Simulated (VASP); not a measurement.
CsI: single point with PBEsol

The system is CsI.

```
Cs I
1.0
     4.56670    0.00000    0.00000
     0.00000    4.56670    0.00000
     0.00000    0.00000    4.56670
Cs I
1 1
Direct
  0.00000 0.00000 0.00000
  0.50000 0.50000 0.50000
```

| Item | Value |
| --- | --- |
| Program | VASP 6.6.1 |
| Task | single point |
| Functional | PBEsol |
| Potentials or basis | VASP PAW PBE potentials, release 64 (Cs_sv, I) |
| Cutoff | 520 eV |
| k mesh | 3 × 3 × 3 |
| Occupations | gaussian, width 0.01 eV |
| Spin | no spin polarisation |
| Dipole correction | no |
| Further INCAR settings | ALGO = Fast; EDIFF = 1e-06; NBANDS = 15 |

```
Pressure               : -0.3 GPa
Band gap on the k mesh : 3.78 eV, direct
```

Levels at points of the mesh, in eV from the valence-band top:
| k point | band 6 | band 7 | band 8 | band 9 | band 10 | band 11 |
| --- | --- | --- | --- | --- | --- | --- |
| (0.00, 0.00, 0.00) | 0.00 | 0.00 | 0.00 | 3.78 | 4.16 | 4.16 |

It took 5.7 s on 1 thread of Intel(R) Xeon(R) Platinum 8488C (Sapphire Rapids), with other jobs on the host, peak memory 0.19 GiB.

Caveat: the k mesh is coarse (spacing up to 0.46 Å⁻¹), so the values aren't converged; the PAW data sets were made with another functional, which shifts forces and pressure a little; spin-orbit coupling is left out, which moves the levels of the heavy elements. Expect the measured gap to be larger: semilocal functionals such as PBEsol lack the derivative discontinuity.
